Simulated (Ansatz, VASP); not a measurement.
# Ca in VASP and in Ansatz

Contents of INCAR:

```
SYSTEM = Ca
PREC     = Accurate       ! precision mode
ENCUT    = 520            ! plane-wave cutoff, eV
EDIFF    = 1E-6           ! SCF threshold, eV
ISMEAR   = -1             ! smearing method
SIGMA    = 0.08           ! smearing width, eV
LREAL    = .FALSE.        ! projectors in reciprocal space
LASPH    = .TRUE.         ! aspherical terms in the spheres
NELM     = 60             ! most SCF steps
ALGO     = Normal         ! electronic algorithm
ISIF     = 2              ! what is computed and relaxed
LWAVE    = .FALSE.        ! write WAVECAR
LCHARG   = .FALSE.        ! write CHGCAR
GGA      = CA             ! functional
NBANDS   = 11             ! bands
```

KPOINTS

```
regular mesh
0
G
  12 12 12
  0 0 0
```

File POSCAR:

```
Ca
1.0
    0.0000000000      1.9683518385      1.9683518385
    1.9683518385      0.0000000000      1.9683518385
    1.9683518385      1.9683518385      0.0000000000
Ca
1
Direct
    0.0000000000      0.0000000000      0.0000000000
```

Input for Ansatz:

```yaml
crystal:
  lattice:
    - [0.0, 1.9683518385, 1.9683518385]
    - [1.9683518385, 0.0, 1.9683518385]
    - [1.9683518385, 1.9683518385, 0.0]
  atoms:
    - { symbol: Ca, position: [0.0, 0.0, 0.0] }
kpoints:
  mp_grid: { grid: [12, 12, 12] }
scf:
  occupations: { method: fermi_dirac, width: 0.08 }
hamiltonian:
  xc: lda
  pseudopotentials: { kind: paw, source: ansatz }
output:
  forces: true
  stress: true
  eigenvalues: true
```

Change from the starting cell: volume scaled by 0.4, PAW files, source ansatz.

Alike in both runs: task single point; functional LDA; k mesh 12 × 12 × 12; occupations fermi-dirac, width 0.08 eV; no spin polarisation.

|  | VASP | Ansatz |
| --- | --- | --- |
| version | VASP 6.6.1 | Ansatz 0.2.0 |
| potentials or method | VASP PAW LDA potentials, release 64 (Ca_sv) | PAW with other files of Ansatz's library (source ansatz), scalar-relativistic |
| plane-wave cutoff (eV) | 520 | 520 |
| valence electrons in the cell | 10 | 10 |

Ansatz gave:

```
pressure (GPa) : 58.1
```

**Question.** What did VASP give for the same quantities?

**Answer.** Pressure (GPa): 58.7.

Caveats: so large a pressure means that the cell lies far from this level's equilibrium, or that cutoff or potentials fall short (VASP).
